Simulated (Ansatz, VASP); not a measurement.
**Two plane-wave programs on Si**

The input INCAR:

```
SYSTEM = Si
PREC = Accurate
ENCUT = 520
EDIFF = 1E-6
ISMEAR = 0
SIGMA = 0.1
LREAL = .FALSE.
LASPH = .TRUE.
NELM = 100
ALGO = Fast
ISIF = 2
LWAVE = .FALSE.
LCHARG = .FALSE.
GGA = PE
NBANDS = 11
```

KPOINTS

```
regular mesh
0
G
  6 6 6
  0 0 0
```

Contents of POSCAR:

```
Si
1.0
    0.0000000000      2.7218511865      2.7218511865
    2.7218511865      0.0000000000      2.7218511865
    2.7218511865      2.7218511865      0.0000000000
Si
2
Direct
    0.2500000000      0.2500000000      0.2500000000
    0.0000000000      0.0000000000      0.0000000000
```

Input for Ansatz:

```yaml
crystal:
  lattice:
    - [0.0, 2.7218511865, 2.7218511865]
    - [2.7218511865, 0.0, 2.7218511865]
    - [2.7218511865, 2.7218511865, 0.0]
  atoms:
    - { symbol: Si, position: [0.25, 0.25, 0.25] }
    - { symbol: Si, position: [0.0, 0.0, 0.0] }
basis:
  ecutwfc: 420
kpoints:
  mp_grid: { grid: [6, 6, 6] }
hamiltonian:
  xc: pbe
scf:
  occupations: { method: gaussian, width: 0.1 }
output:
  forces: true
  stress: true
  eigenvalues: true
```

Alike in both runs: task single point; functional PBE; k mesh 6 × 6 × 6; occupations gaussian, width 0.1 eV; no spin polarisation.

```csv
,VASP,Ansatz
version,VASP 6.6.1,Ansatz 0.2.0
potentials or method,"VASP PAW PBE potentials, release 64 (Si)","scalar-relativistic, plane waves, PAW"
plane-wave cutoff (eV),520,420
valence electrons in the cell,8,8
```

|  | VASP | Ansatz | Ansatz less VASP |
| --- | --- | --- | --- |
| gap on the k mesh at the Fermi level (eV) | 0.72 | 0.72 | -0.002 |
| least direct gap on the mesh (eV) | 2.56 | 2.55 | -0.005 |
| pressure (GPa) | 1.3 | 1.4 | +0.09 |

The functional is the same, so the differences come from potentials, cutoffs and numerics.

A k mesh can miss the band edges. Expect the measured gap to be larger: semilocal functionals such as PBE lack the derivative discontinuity.
